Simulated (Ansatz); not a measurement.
# Nudged elastic band run: La8O11

input.yaml

```yaml
crystal:
  lattice:
    - [-3.930778, -6.808307, 0.0]
    - [5.896167, -3.404153, 0.0]
    - [0.0, 0.0, 6.111954]
  atoms:
    - { symbol: La, position: [0.49983638, 0.67100678, 0.80110898] }
    - { symbol: La, position: [0.4998791, 0.32926284, 0.24773784] }
    - { symbol: O, position: [0.49987367, 0.35660552, 0.63327176] }
    - { symbol: O, position: [0.75959644, 0.49516909, 0.00033133] }
    - { symbol: La, position: [0.25337025, 0.16928372, 0.75176954] }
    - { symbol: La, position: [0.24229597, 0.83718475, 0.25401851] }
    - { symbol: O, position: [0.25109492, 0.16669172, 0.35618423] }
    - { symbol: O, position: [0.25954914, 0.82693363, 0.63977901] }
    - { symbol: O, position: [0.49987709, 0.02591397, -0.01395692] }
    - { symbol: La, position: [-0.00016073, 0.66377235, 0.75628666] }
    - { symbol: La, position: [-0.00014164, 0.33290674, 0.24573236] }
    - { symbol: O, position: [-0.00013567, 0.66371803, 0.36012265] }
    - { symbol: O, position: [-0.00015456, 0.3300554, 0.6438571] }
    - { symbol: O, position: [0.24019414, 0.49516294, 0.00025622] }
    - { symbol: La, position: [0.74635568, 0.16921785, 0.75174289] }
    - { symbol: La, position: [0.75741665, 0.83716081, 0.25400009] }
    - { symbol: O, position: [0.74862934, 0.16664388, 0.35615813] }
    - { symbol: O, position: [0.74016157, 0.82687545, 0.63974648] }
    - { symbol: O, position: [-0.00016754, -0.00994249, -0.00495245] }
basis:
  ecutwfc: 420.0
kpoints:
  mp_grid: { grid: [2, 2, 2] }
hamiltonian:
  xc: pbe
  pseudopotentials: { kind: paw, azcp: { folder: soft_1 } }
scf:
  occupations: { method: gaussian, width: 0.05 }
  lower_state_search: "off"
neb:
  images: 5
  f_tol: 0.03
  initial_path: idpp
  max_iterations: 58
  optimiser: lbfgs
  spring: 10.0
  final_atoms:
    - { symbol: La, position: [0.50771382, 0.66381134, 0.74746746] }
    - { symbol: La, position: [0.49644284, 0.33186086, 0.24971967] }
    - { symbol: O, position: [0.49886757, 0.33418046, 0.64525379] }
    - { symbol: O, position: [0.75000002, 0.51070006, 0.00580588] }
    - { symbol: La, position: [0.25000001, 0.17149789, 0.75374352] }
    - { symbol: La, position: [0.25000003, 0.82991628, 0.20085523] }
    - { symbol: O, position: [0.25000001, 0.14481359, 0.36813777] }
    - { symbol: O, position: [0.49069741, 0.67398924, 0.36181093] }
    - { symbol: O, position: [0.50906853, 0.00558358, 0.00085103] }
    - { symbol: La, position: [-0.00771376, 0.66381131, 0.74746746] }
    - { symbol: La, position: [0.00355719, 0.33186083, 0.24971967] }
    - { symbol: O, position: [0.00930264, 0.67398922, 0.36181093] }
    - { symbol: O, position: [0.00113245, 0.33418043, 0.64525379] }
    - { symbol: O, position: [0.25000002, 0.47621291, 0.01559407] }
    - { symbol: La, position: [0.75000001, 0.16852202, 0.75583186] }
    - { symbol: La, position: [0.75000003, 0.83744989, 0.24526713] }
    - { symbol: O, position: [0.75000001, 0.17097343, 0.35734064] }
    - { symbol: O, position: [0.75000003, 0.83773038, 0.64132689] }
    - { symbol: O, position: [-0.00906853, 0.00558355, 0.00085103] }
  order_check: true
```

Launched with:

```bash
$ ansatz run input.yaml --threads 2 --pin off --max-ram 5120MiB --backend cpu --events-out ev --progress --plain --runs-dir out
```

Output, in part (warnings, iteration lines):

```
NEB end point (image 6): max|allowed force component| = 1.764e-2 eV/Å (the criterion of neb.relax_end_points is 1.000e-2)
NEB iter   1: max|band force component| = 8.832e-1 eV/Å  barrier→ = 1.3924 eV  barrier← = 1.3924 eV  Δτ_max = 0.0150 Å  (87 SCF iters)
NEB iter   2: max|band force component| = 6.002e-1 eV/Å  barrier→ = 1.3322 eV  barrier← = 1.3322 eV  Δτ_max = 0.0660 Å  (44 SCF iters)
NEB iter   3: max|band force component| = 2.700e-1 eV/Å  barrier→ = 1.2247 eV  barrier← = 1.2247 eV  CI = image 3  Δτ_max = 0.0055 Å  (47 SCF iters)
NEB iter   4: max|band force component| = 2.074e-1 eV/Å  barrier→ = 1.2207 eV  barrier← = 1.2207 eV  CI = image 3  Δτ_max = 0.0278 Å  (30 SCF iters)
NEB iter   5: max|band force component| = 1.258e-1 eV/Å  barrier→ = 1.2054 eV  barrier← = 1.2054 eV  CI = image 3  Δτ_max = 0.0228 Å  (43 SCF iters)
NEB iter   6: max|band force component| = 1.311e-1 eV/Å  barrier→ = 1.1994 eV  barrier← = 1.1994 eV  CI = image 3  Δτ_max = 0.0029 Å  (38 SCF iters)
NEB iter   7: max|band force component| = 8.592e-2 eV/Å  barrier→ = 1.1987 eV  barrier← = 1.1987 eV  CI = image 3  Δτ_max = 0.0093 Å  (25 SCF iters)
NEB iter   8: max|band force component| = 8.276e-2 eV/Å  barrier→ = 1.1968 eV  barrier← = 1.1968 eV  CI = image 3  Δτ_max = 0.0090 Å  (35 SCF iters)
NEB iter   9: max|band force component| = 8.556e-2 eV/Å  barrier→ = 1.1958 eV  barrier← = 1.1959 eV  CI = image 3  Δτ_max = 0.0015 Å  (32 SCF iters)
NEB iter  10: max|band force component| = 5.455e-2 eV/Å  barrier→ = 1.1956 eV  barrier← = 1.1956 eV  CI = image 3  Δτ_max = 0.0069 Å  (23 SCF iters)
NEB iter  11: max|band force component| = 4.655e-2 eV/Å  barrier→ = 1.1949 eV  barrier← = 1.1949 eV  CI = image 3  Δτ_max = 0.0076 Å  (33 SCF iters)
NEB iter  12: max|band force component| = 5.696e-2 eV/Å  barrier→ = 1.1945 eV  barrier← = 1.1945 eV  CI = image 3  Δτ_max = 0.0013 Å  (33 SCF iters)
NEB iter  13: max|band force component| = 4.129e-2 eV/Å  barrier→ = 1.1943 eV  barrier← = 1.1943 eV  CI = image 3  Δτ_max = 0.0040 Å  (23 SCF iters)
NEB iter  14: max|band force component| = 3.793e-2 eV/Å  barrier→ = 1.1940 eV  barrier← = 1.1940 eV  CI = image 3  Δτ_max = 0.0040 Å  (30 SCF iters)
NEB iter  15: max|band force component| = 4.760e-2 eV/Å  barrier→ = 1.1939 eV  barrier← = 1.1939 eV  CI = image 3  Δτ_max = 0.0008 Å  (26 SCF iters)
NEB iter  16: max|band force component| = 3.182e-2 eV/Å  barrier→ = 1.1938 eV  barrier← = 1.1938 eV  CI = image 3  Δτ_max = 0.0031 Å  (20 SCF iters)
NEB iter  17: max|band force component| = 2.965e-2 eV/Å  barrier→ = 1.1937 eV  barrier← = 1.1937 eV  CI = image 3  Δτ_max = 0.0000 Å  (356 SCF iters)
```

The run converged. By the program's own check the climbing image is a first-order saddle point (lowest curvatures found: -2.22 and 0.13 eV/Å²). Limits of this set-up: coarse k mesh, no spin, though dangling bonds at a vacancy may carry it, a small cell, in which the defect meets its images.

Final band (atoms are numbered from 1 in the order of the input):

```
image  path coordinate (Å)  energy (eV)  La5–O8 (Å)  O8–La10 (Å)  La2–O8 (Å)
    0                 0.00         0.00        2.43         2.43        4.56
    1                 0.48         0.29        2.72         2.61        4.13
    2                 0.96         0.90        3.11         2.91        3.68
    3                 1.44         1.19        3.48         3.30        3.27
    4                 1.92         0.90        3.84         3.70        2.89
    5                 2.41         0.29        4.21         4.15        2.59
    6                 2.89         0.00        4.56         4.57        2.43
```

Time of the run: 19 min on 2 threads of Arm Neoverse V2, with other jobs on the host, peak memory 1.6 GiB.
